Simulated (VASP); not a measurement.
Input of a VASP 6.6.1 run:

Contents of INCAR:

```
SYSTEM = CuCl2
ALGO = Normal
EDIFF = 1E-6
ENCUT = 500
ISIF = 2
ISMEAR = 0
LASPH = .TRUE.
LCHARG = .FALSE.
LREAL = .FALSE.
LWAVE = .FALSE.
NELM = 80
PREC = Accurate
SIGMA = 0.1
```

KPOINTS

```
k-points
0
G
  8 8 8
  0 0 0
```

File POSCAR:

```
CuCl2
1.0
   -2.2548590000      2.2548590000      6.8599030000
    2.2548590000     -2.2548590000      6.8599030000
    2.2548590000      2.2548590000     -6.8599030000
Cu Cl
1 2
Direct
    0.0000000000      0.0000000000      0.0000000000
    0.0000000000      0.5000000000      0.5000000000
    0.5000000000      0.0000000000      0.5000000000
```

Potentials or basis: VASP PAW LDA potentials, release 64 (Cu, Cl).

Command:

```bash
$ cat potpaw_LDA.64/Cu/POTCAR potpaw_LDA.64/Cl/POTCAR > POTCAR
$ mpirun -np 1 vasp_std > vasp.out
```

Question: What does it give for the pressure?

Answer: -1.9 GPa.

Question: What does it give for the band gap on the k mesh?

Answer: None (metal or under the smearing width).

Stress tensor (GPa, compression positive):
```
-2.80  0.00  0.00
 0.00 -2.80  0.00
 0.00  0.00 -0.06
```

Caveat: an odd number of electrons without spin polarisation forces a metal; a magnetic or distorted state may lie lower; the run has no spin polarisation, though such a crystal can be magnetic; semilocal functionals often make such compounds metallic where correlation or magnetic order opens a gap, which also shifts bond lengths. With open d or f shells a metallic result of LDA can be an artefact of self-interaction; +U or a hybrid may open a gap.
